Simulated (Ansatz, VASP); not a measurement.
CsH in VASP and in Ansatz

```
CELL_PARAMETERS angstrom
3.81841 0.00000 0.00000
0.00000 3.81841 0.00000
0.00000 0.00000 3.81841
ATOMIC_POSITIONS crystal
Cs 0.00000 0.00000 0.00000
H 0.50000 0.50000 0.51637
```

Change from the starting cell: all H atoms moved +0.062 Å, as atom 2 along Cartesian [0 0 1].

Alike in both runs: task single point; functional LDA; k mesh 8 × 8 × 8; occupations gaussian, width 0.05 eV; no spin polarisation.

```csv
,VASP,Ansatz
version,VASP 6.6.1,Ansatz 0.2.0
potentials or method,"VASP PAW LDA potentials, release 64 (Cs_sv, H)","scalar-relativistic, plane waves, PAW"
plane-wave cutoff (eV),520,420
valence electrons in the cell,10,10
```

```tsv
	VASP	Ansatz	Ansatz less VASP
gap on the k mesh at the Fermi level (eV)	2.28	2.31	+0.030
least direct gap on the mesh (eV)	2.45	2.49	+0.047
pressure (GPa)	-1.9	-1.9	-0.05
rms of the force components (eV/Å)	0.011	0.011	-0.0003
```

Atom by atom the forces differ by 0.000 eV/Å (rms over components).

Caveats: spin-orbit coupling is left out, which moves the levels of the heavy elements. A k mesh can miss the band edges.
